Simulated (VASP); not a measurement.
# CsI (Pm-3m) in VASP: a series of runs

Aim: see how the results for CsI move with the level of theory and the settings. Levels: HSE06, PBE. Tasks: single point.

Program: VASP 6.6.1. These are calculated values, not measurements. Logs are shortened: lines on timing, memory, paths and dates and some standing lists are left out, and cuts for length are marked.

## Step 1: Starting point

Symmetry: Pm-3m, No. 221, cubic system. The conventional cell has a = 4.608 Å, b = 4.608 Å, c = 4.608 Å, α = 90.00°, β = 90.00°, γ = 90.00°. Cs (site symmetry m-3m) is surrounded by 8 I at 3.99 Å. I (site symmetry m-3m) has 8 Cs at 3.99 Å as nearest neighbours.

## Step 2: Single point, HSE06

POSCAR

```
CsI
1.0
    4.6080833777      0.0000000000      0.0000000000
    0.0000000000      4.6080833777      0.0000000000
    0.0000000000      0.0000000000      4.6080833777
Cs I
1 1
Direct
    0.0000000000      0.0000000000      0.0000000000
    0.5000000000      0.5000000000      0.5000000000
```

INCAR.step1

```
SYSTEM = CsI
  PREC = Accurate
  ENCUT = 520
  EDIFF = 1E-5
  ISMEAR = 0
  SIGMA = 0.01
  LREAL = .False.
  LASPH = .True.
  NELM = 100
  ALGO = Normal
  ISIF = 2
  LWAVE = .True.
  LCHARG = .False.
  NBANDS = 15
  GGA = PE
```

INCAR.step2

```
SYSTEM = CsI
  PREC = Accurate
  ENCUT = 520
  EDIFF = 1E-6
  ISMEAR = 0
  SIGMA = 0.01
  LREAL = .False.
  LASPH = .True.
  NELM = 100
  ALGO = Normal
  ISIF = 2
  LWAVE = .False.
  LCHARG = .False.
  GGA = PE
  LHFCALC = .True.
  HFSCREEN = 0.2079
  PRECFOCK = Normal
  NBANDS = 15
  ISTART = 1
```

KPOINTS

```
regular mesh
0
Gamma
  4 4 4
  0 0 0
```

Potentials or basis: VASP PAW PBE potentials, release 64 (Cs_sv, I).

Started as:

```bash
> cat potpaw_PBE.64/Cs_sv/POTCAR potpaw_PBE.64/I/POTCAR > POTCAR
> cp INCAR.step1 INCAR
> mpirun -np 1 vasp_std > vasp.out
> cp INCAR.step2 INCAR
> mpirun -np 1 vasp_std > vasp.out
```

OUTCAR:

```text
SYSTEM = CsI
   PREC = Accurate
   ENCUT = 520
   EDIFF = 1E-6
   ISMEAR = 0
   LREAL = .False.
   LASPH = .True.
   NELM = 100
   ISIF = 2
   GGA = PE
   LHFCALC = .True.
   HFSCREEN = 0.2079
   PRECFOCK = Normal
   ISTART = 1

 ion  position               nearest neighbor table
   1  0.000  0.000  0.000-
   2  0.500  0.500  0.500-

  LATTYP: Found a simple cubic cell.
 ALAT       =     4.6080833777

  Lattice vectors:

 A1 = (   4.6080833777,   0.0000000000,   0.0000000000)
 A2 = (   0.0000000000,   4.6080833777,   0.0000000000)
 A3 = (   0.0000000000,   0.0000000000,   4.6080833777)

Analysis of symmetry for initial positions (statically):
=====================================================================
 Subroutine PRICEL returns:
 Original cell was already a primitive cell.

 Routine SETGRP: Setting up the symmetry group for a
 simple cubic supercell.

 Subroutine GETGRP returns: Found 48 space group operations
 (whereof 48 operations were pure point group operations)
 out of a pool of 48 trial point group operations.

The static configuration has the point symmetry O_h .

Analysis of symmetry for dynamics (positions and initial velocities):
=====================================================================
 Subroutine PRICEL returns:
 Original cell was already a primitive cell.

 Routine SETGRP: Setting up the symmetry group for a
 simple cubic supercell.

 Subroutine GETGRP returns: Found 48 space group operations
 (whereof 48 operations were pure point group operations)
 out of a pool of 48 trial point group operations.

The dynamic configuration has the point symmetry O_h .

 Subroutine INISYM returns: Found 48 space group operations
 (whereof 48 operations are pure point group operations),
 and found     1 'primitive' translations

----------------------------------------------------------------------------------------

                                     Primitive cell

  volume of cell :      97.8500

  direct lattice vectors                    reciprocal lattice vectors
     4.608083378  0.000000000  0.000000000     0.217009962  0.000000000  0.000000000
     0.000000000  4.608083378  0.000000000     0.000000000  0.217009962  0.000000000
     0.000000000  0.000000000  4.608083378     0.000000000  0.000000000  0.217009962

  length of vectors
     4.608083378  4.608083378  4.608083378     0.217009962  0.217009962  0.217009962
[... 83 lines left out ...]
   IALGO  =     38    algorithm
   IMIX   =      1    mixing-type and parameters
     AMIX     =   0.40;   BMIX     =  1.00
     AMIX_MAG =   1.60;   BMIX_MAG =  1.00
  volume/ion in A,a.u.               =      48.93       330.16
  Fermi-wavevector in a.u.,A,eV,Ry     =   0.895216  1.691713 10.903868  0.801412
  Thomas-Fermi vector in A             =   2.017520
   LORBIT       =      0    0 simple, 1 ext, 2 COOP (PROOUT), +10 PAW based schemes
   GGA     = PE    functional components
   LHFCALC =     T    Hartree Fock is set to
   PRECFOCK=normal    Normal, Fast or Accurate (Low or Medium for compatibility)
   ENCUT4O =  -1.0   cutoff for four orbital integrals eV
   NKREDX  =     1    reduce k-point grid by
   NKREDY  =     1    reduce k-point grid by
   NKREDZ  =     1    reduce k-point grid by
   AEXX    =    0.2500 exact exchange contribution
   HFSCREEN=    0.2079 screening length (either q_TF or 0.3 A-1)
   HFSCREENC=   0.2079 screening length for correlation (either q_TF or 0.3 A-1)
   ENCUTFOCK=  -1.0 apply spherical cutoff to Coloumb kernel
   IVDW    =     0    specifies the selected vdW correction
   LEPSILON=     F    determine dielectric tensor
   LRPA    =     F    only Hartree local field effects (RPA)
 non-spin polarized calculation
 Gauss-broadening in eV      SIGMA  =   0.01
  energy-cutoff  :      520.00
  volume of cell :       97.85
 maximum number of plane-waves:      2666
 NGX is ok and might be reduce to    36
  NGX = 28; NGY = 28; NGZ = 28

 number of electron      16.0000002 magnetization

 Free energy of the ion-electron system (eV)
  ---------------------------------------------------
  ext. energy  EPLUGINS =         0.00000000
  ---------------------------------------------------
  free energy    TOTEN  =        -6.30786013 eV

  energy without entropy =       -6.30786013  energy(sigma->0) =       -6.30786013

 E-fermi :   0.0478     XC(G=0):  -6.4264

 val. band max:       -0.0439247000   @ k =   0.5000   0.5000   0.0000
 cond. band min:       4.7316618043   @ k =   0.0000   0.0000   0.0000
 fundamental gap:      4.7755865043
 Fermi energy:         0.0478405130

 k-point     1 :       0.0000    0.0000    0.0000
  band No.  band energies     occupation
      1     -21.9290      2.00000
      2     -11.5607      2.00000
      3      -7.6221      2.00000
      4      -7.6221      2.00000
      5      -7.6221      2.00000
      6      -0.1437      2.00000
      7      -0.1437      2.00000
      8      -0.1437      2.00000
      9       4.7317      0.00000
     10       5.1431      0.00000
     11       5.1431      0.00000
     12       8.8682      0.00000
     13       8.8682      0.00000
     14       8.8682      0.00000
[... 149 lines left out ...]
      2     -11.2691      2.00000
      3      -7.8589      2.00000
      4      -7.8589      2.00000
      5      -7.8589      2.00000
      6      -1.3647      2.00000
      7      -1.3647      2.00000
      8      -1.3647      2.00000
      9       8.0674      0.00000
     10       8.0674      0.00000
     11       8.0674      0.00000
     12       8.9044      0.00000
     13       8.9044      0.00000
     14       8.9044      0.00000
     15      10.9885      0.00000

------------------------ aborting loop because EDIFF is reached ----------------------------------------

  FORCE on cell =-STRESS in cart. coord.  units (eV):
  Direction    XX          YY          ZZ          XY          YZ          ZX
  --------------------------------------------------------------------------------------
  -------------------------------------------------------------------------------------
  Total        0.1247062      0.1247062      0.1247062      0.0000000     -0.0000000     -0.0000000
  in kB        2.0419142      2.0419142      2.0419142      0.0000000     -0.0000000     -0.0000000
  external PRESSURE =       2.0419142 kB  Pullay stress =       0.0000000 kB

 VOLUME and BASIS-vectors are now :
 -----------------------------------------------------------------------------
  energy-cutoff  :      520.00
  volume of cell :       97.85
      direct lattice vectors                 reciprocal lattice vectors
     4.608083378  0.000000000  0.000000000     0.217009962  0.000000000  0.000000000
     0.000000000  4.608083378  0.000000000     0.000000000  0.217009962  0.000000000
     0.000000000  0.000000000  4.608083378     0.000000000  0.000000000  0.217009962

 POSITION                                       TOTAL-FORCE (eV/Angst)
 -----------------------------------------------------------------------------------
      0.00000      0.00000      0.00000         0.000000      0.000000      0.000000
      2.30404      2.30404      2.30404         0.000000      0.000000      0.000000
 -----------------------------------------------------------------------------------
    total drift:                                0.000001      0.000001      0.000001

  FREE ENERGIE OF THE ION-ELECTRON SYSTEM (eV)
  ---------------------------------------------------
  free  energy   TOTEN  =        -6.3078601270 eV

  energy  without entropy=       -6.3078601270  energy(sigma->0) =       -6.30786013
```

OSZICAR.step1:

```text
N       E                     dE             d eps       ncg     rms          rms(c)
DAV:   1     0.840626341023E+02    0.84063E+02   -0.59362E+03   300   0.866E+02
DAV:   2     0.125056067359E+01   -0.82812E+02   -0.75397E+02   445   0.139E+02
DAV:   3    -0.549140145195E+01   -0.67420E+01   -0.67188E+01   391   0.446E+01
DAV:   4    -0.558003820064E+01   -0.88637E-01   -0.88627E-01   388   0.621E+00
DAV:   5    -0.558089952315E+01   -0.86132E-03   -0.86132E-03   391   0.594E-01    0.158E+00
DAV:   6    -0.545675621141E+01    0.12414E+00   -0.98073E-02   349   0.154E+00    0.110E+00
DAV:   7    -0.543110340353E+01    0.25653E-01   -0.10076E-01   370   0.152E+00    0.618E-01
DAV:   8    -0.543522283275E+01   -0.41194E-02   -0.13102E-02   314   0.615E-01    0.124E-01
DAV:   9    -0.543492942602E+01    0.29341E-03   -0.56470E-04   405   0.123E-01    0.547E-02
DAV:  10    -0.543502116329E+01   -0.91737E-04   -0.26891E-04   300   0.895E-02    0.361E-02
DAV:  11    -0.543501626551E+01    0.48978E-05   -0.10574E-05   297   0.163E-02
   1 F= -.54350163E+01 E0= -.54350163E+01  d E =-.350170E-51
```

It took 10 min on 1 thread of Intel Xeon Platinum 8259CL at 2.50GHz (Skylake/Cascade Lake), shared host; peak memory 0.33 GiB.

What came out:

```
Free energy            : -6.3079 eV
Pressure               : 0.2 GPa
Band gap on the k mesh : 4.78 eV, indirect (least direct gap 4.88 eV)
```

Levels at points of the mesh, in eV from the valence-band top:
```tsv
k point	band 4	band 5	band 6	band 7	band 8	band 9	band 10	band 11	band 12	band 13
(0.00, 0.00, 0.00)	-7.58	-7.58	-0.10	-0.10	-0.10	4.78	5.19	5.19	8.91	8.91
(0.50, 0.00, 0.00)	-7.51	-7.51	-1.58	-0.23	-0.23	6.27	7.39	7.72	7.83	9.04
(0.50, 0.50, 0.00)	-7.93	-7.48	-0.91	-0.91	0.00	5.22	5.93	7.18	7.18	10.70
(0.50, 0.50, 0.50)	-7.82	-7.82	-1.32	-1.32	-1.32	8.11	8.11	8.11	8.95	8.95
```

Caveat: the PAW data sets were made with another functional, which shifts forces and pressure a little; spin-orbit coupling is left out, which moves the levels of the heavy elements. A k mesh can miss the band edges.

## Step 3: Single point, PBE

INCAR

```
SYSTEM = CsI
PREC = Accurate
ENCUT = 520
EDIFF = 1E-7
ISMEAR = 0
SIGMA = 0.01
LREAL = .False.
LASPH = .True.
NELM = 100
ALGO = Fast
ISIF = 2
LWAVE = .False.
LCHARG = .False.
GGA = PE
NBANDS = 15
```

KPOINTS is that of step 2.

POSCAR is that of step 2.

Potentials or basis: VASP PAW PBE potentials, release 64 (Cs_sv, I).

Started as:

```bash
> cat potpaw_PBE.64/Cs_sv/POTCAR potpaw_PBE.64/I/POTCAR > POTCAR
> mpirun -np 1 vasp_std > vasp.out
```

Wall time 13 s (1 thread of Intel Xeon Platinum 8259CL at 2.50GHz (Skylake/Cascade Lake), shared host); peak memory 0.2 GiB.

The run converged. Its results:

```
Free energy            : -5.4350 eV
Pressure               : 0.5 GPa
Band gap on the k mesh : 3.79 eV, indirect (least direct gap 3.88 eV)
```

Levels at points of the mesh, in eV from the valence-band top:
| k point | band 4 | band 5 | band 6 | band 7 | band 8 | band 9 | band 10 | band 11 | band 12 | band 13 |
| --- | --- | --- | --- | --- | --- | --- | --- | --- | --- | --- |
| (0.00, 0.00, 0.00) | -7.13 | -7.13 | -0.09 | -0.09 | -0.09 | 3.79 | 4.22 | 4.22 | 7.70 | 7.70 |
| (0.50, 0.00, 0.00) | -7.08 | -7.08 | -1.50 | -0.23 | -0.23 | 5.20 | 6.37 | 6.61 | 6.83 | 7.81 |
| (0.50, 0.50, 0.00) | -7.47 | -7.04 | -0.84 | -0.84 | 0.00 | 4.24 | 4.91 | 6.09 | 6.09 | 9.40 |
| (0.50, 0.50, 0.50) | -7.37 | -7.37 | -1.24 | -1.24 | -1.24 | 7.09 | 7.09 | 7.09 | 7.73 | 7.73 |

Caveat: spin-orbit coupling is left out, which moves the levels of the heavy elements. A k mesh can miss the band edges.
